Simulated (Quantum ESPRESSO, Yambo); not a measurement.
Planning a run of Yambo 5.3.0 on P (puckered monolayer). The input:

```
HF_and_locXC
gw0
dyson
ppa
em1d
rim_cut
rim_w
RandQpts= 3000000
RandGvec= 100 RL
CUTGeo= "slab z"
RandGvecW= 9 RL
EXXRLvcs= 36 Ry
VXCRLvcs= 144 Ry
Chimod= "HARTREE"
% BndsRnXp
 1 | 70 |
%
NGsBlkXp= 6.5 Ry
% LongDrXp
 1 | 1 | 0 |
%
% GbndRnge
 1 | 70 |
%
DysSolver= "n"
ExtendOut
PPAPntXp= 27.21138 eV
% QPkrange
 1 | 1 | 9 | 12 |
%
```

```sh
OMP_NUM_THREADS=2 mpirun -n 4 yambo -F gw1.in -J gw1 -C gw1 > gw1.log
```

The stored states that it reads are on a 4×6×1 mesh. The cell holds 4 atoms: 4 P. Cell: a = 4.627 Å, b = 3.304 Å, c = 14.000 Å, α = 90.0°, β = 90.0°, γ = 90.0°. Vacuum lies along c.

Question: How long will it take on 4 MPI ranks of Arm Neoverse V1, shared host, and how much memory?

It took 2.9 min; on shared hardware allow 87 s to 5.8 min. Peak host memory was 2.1 GiB.

The screening grows as filled bands × empty bands × pairs of k points, times the square of the screening basis for the matrix.

[Paths, hosts, dates, memory and timing lines, banners, echoed tables and standing remarks are left out of the program output.]

[Logs are printed without paths, hosts, clocks, repeated set-up lines and the standing remarks that a program may print on its own settings, such as how far it seeks lower states.]

[Runs of the session that timed out or met a known fault of the program may be left out.]

[Hosts, paths, dates, database ids (printed as entryN), source tags and the programs' standing remarks are cut or masked in the printed files.]
